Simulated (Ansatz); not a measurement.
# PbS: deformation potentials from a series

```xyz
2
Lattice="0.0000 2.9650 2.9650 2.9650 0.0000 2.9650 2.9650 2.9650 0.0000" Properties=species:S:1:pos:R:3 pbc="T T T"
Pb    0.0000    0.0000    0.0000
S     2.9650    2.9650    2.9650
```

Atoms are numbered in the order listed.

The cell is COD entry 9000001, as deposited and not checked against the literature; nothing was relaxed.

Spin–orbit coupling is left out, though it moves levels of the heavy atoms by tenths of an eV or more.

Theory: DFT, PBE, all-electron LAPW, scalar-relativistic (Ansatz 0.2.0).

Numerical set-up: a Γ-centred 8×8×8 k mesh, Fermi–Dirac smearing of 0.01 eV, basis error target 0.5 meV/atom, no spin polarisation.

The cell is scaled evenly. Fractional coordinates are held (clamped ions).

The valence-band top of this crystal doesn't lie at Γ but 2.19 eV above the top filled level there.

Only quantities that a quadratic follows smoothly over the whole series are listed; rougher ones are left out.

| ln(V/Vcell) | direct gap at Γ (eV) | smallest gap on mesh and path (eV) |
| --- | --- | --- |
| -0.0619 | 7.903 | 0.101 |
| -0.0408 | 7.728 | 0.192 |
| -0.0202 | 7.560 | 0.276 |
| 0.0000 | 7.397 | 0.353 |
| 0.0100 | 7.317 | 0.390 |
| 0.0198 | 7.239 | 0.424 |
| 0.0392 | 7.087 | 0.490 |
| 0.0583 | 6.939 | 0.551 |

(1) Fit the series and give the slopes at zero strain.

(2) One run, at ln(V/Vcell) = -0.0101, is withheld. Predict its row.

Results:

(1) Least-squares fits y = p0 + p1 x + p2 x² to the rows give direct gap at Γ (eV): p1 = -8.01, p2 = 2.7; smallest gap on mesh and path (eV): p1 = 3.72, p2 = -5.7. So dEg/dln V = -8.0 eV for the direct gap at Γ, which isn't the fundamental gap here: that one has dEg/dln V = 3.7 eV. Semilocal gaps are too small, but their slopes carry over better.

(2) The fits give 7.478, 0.315; the run gave 7.478, 0.315.
